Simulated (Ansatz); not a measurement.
A nudged elastic band was laid between two geometries of a periodic cell of 17 atoms, TiSi₁₆ (host Si, host structure diamond, interstitial Ti).

Theory: DFT PBE-D3(BJ), scalar-relativistic, plane waves, PAW in Ansatz 0.2.0. Settings: PAW set soft_1, cutoff 420 eV, k mesh 2x2x2, gaussian smearing 0.05 eV, no spin polarisation.

```yaml
movable_images: 7
climbing_image: yes
spring: 2.0 eV/Å²
optimiser: fire
start_path: IDPP
force_threshold: 0.03 eV/Å
iteration_limit: 31
end_points: relaxed
```

First end point:

```xyz
17
Lattice="0.0000 5.4300 5.4300 5.4300 0.0000 5.4300 5.4300 5.4300 0.0000" Properties=species:S:1:pos:R:3
Si 0.000 0.000 0.000
Si 1.312 1.313 1.313
Si 2.714 2.716 -0.036
Si 4.116 4.118 1.312
Si 2.714 -0.035 2.715
Si 4.116 1.313 4.117
Si 5.464 2.715 2.715
Si 6.770 4.089 4.088
Si -0.037 2.716 2.714
Si 1.312 4.117 4.117
Si 2.714 5.466 2.714
Si 4.087 6.772 4.088
Si 2.714 2.715 5.465
Si 4.087 4.089 6.771
Si 5.428 5.431 5.429
Si 6.770 6.772 6.771
Ti 2.714 2.715 2.715
```

Last end point:

```xyz
17
Lattice="0.0000 5.4300 5.4300 5.4300 0.0000 5.4300 5.4300 5.4300 0.0000" Properties=species:S:1:pos:R:3
Si -0.019 0.014 -0.017
Si 1.355 1.320 1.356
Si 2.758 2.668 -0.046
Si 4.105 4.071 1.357
Si 2.728 0.014 2.730
Si 4.069 1.356 4.072
Si 5.411 2.697 2.730
Si 6.785 4.070 4.036
Si -0.046 2.669 2.759
Si 1.355 4.071 4.108
Si 2.757 5.473 2.759
Si 4.071 6.786 4.071
Si 2.728 2.698 5.414
Si 4.034 4.071 6.786
Si 5.383 5.473 5.384
Si 6.785 6.822 6.787
Ti 1.355 4.071 1.356
```

Task: What changes between the two ends?

Result: Contacts lost: Si5–Ti17, Si6–Ti17, Si7–Ti17, Si13–Ti17. Contacts made: Si8–Ti17, Si14–Ti17, Si15–Ti17, Si16–Ti17. The atom that moves furthest is Ti17, by 2.35 Å; four of its nearest neighbours are Si10 2.43, Si2 2.43, Si4 2.43, Si6 2.43 Å at the first end and Si9 2.43, Si11 2.43, Si15 2.43, Si3 2.43 Å at the last.

Task: Give the energies along the band, and the barrier.

Result: The run ended unconverged. The highest image is number 4 of 0 to 8, 1.73 eV above the ends, which have the same energy within 2 meV. The band didn't meet its force threshold, so its energies are provisional: the largest band force was still 0.09 eV/Å, and over the last iterations the top stayed at 1.73 eV. Limits of this set-up: coarse k mesh, a small cell, in which the defect meets its images.

```csv
image,path coordinate (Å),energy (eV),Si5–Ti17 (Å),Si6–Ti17 (Å),Si7–Ti17 (Å)
0,0.00,0.00,2.75,2.43,2.75
1,0.41,0.07,2.81,2.42,2.82
2,0.82,0.72,3.02,2.64,3.05
3,1.17,1.48,3.27,2.99,3.29
4,1.50,1.73,3.51,3.32,3.53
5,1.82,1.48,3.76,3.64,3.78
6,2.18,0.73,4.06,4.01,4.07
7,2.58,0.07,4.36,4.40,4.37
8,2.99,0.00,4.50,4.70,4.50
```

The band took 31 iterations and roughly 27 core-minutes.

Run time: 27 min on 1 thread of Arm Neoverse V1, on a shared host, peak memory 1 GiB.
